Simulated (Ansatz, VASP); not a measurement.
## Hg in VASP and in Ansatz

```
CELL_PARAMETERS angstrom
3.19033 0.00000 0.00000
-1.59516 2.76290 0.00000
0.00000 0.00000 5.34848
ATOMIC_POSITIONS crystal
Hg 0.33333 0.66667 0.25000
Hg 0.66667 0.33333 0.75000
```

Alike in both runs: functional PBEsol; k mesh 11 × 11 × 6; occupations fermi-dirac, width 0.1 eV; no spin polarisation.

Ansatz relaxed the structure, and its values are those at the end. VASP's run is a single point on that final structure, the one shown.

|  | VASP | Ansatz |
| --- | --- | --- |
| version | VASP 6.6.1 | Ansatz 0.2.0 |
| potentials or method | VASP PAW PBE potentials, release 64 (Hg) | plane waves (420 eV) with PAW, scalar-relativistic |
| plane-wave cutoff (eV) | 520 | 420 |
| valence electrons in the cell | 24 | 40 |

VASP gave:

- pressure (GPa): 0.3

**Question.** What did Ansatz give for the same quantities?

**Answer.** Pressure (GPa): 0.0.

With one functional, cell and mesh, what is left measures potentials, basis and numerics. The two sets of potentials don't hold the same shells in valence. Ansatz warned: «pseudo_functional_mismatch».

Caveats: the PAW data sets were made with another functional, which shifts forces and pressure a little (VASP). Spin-orbit coupling is left out, which matters for the levels of Hg.
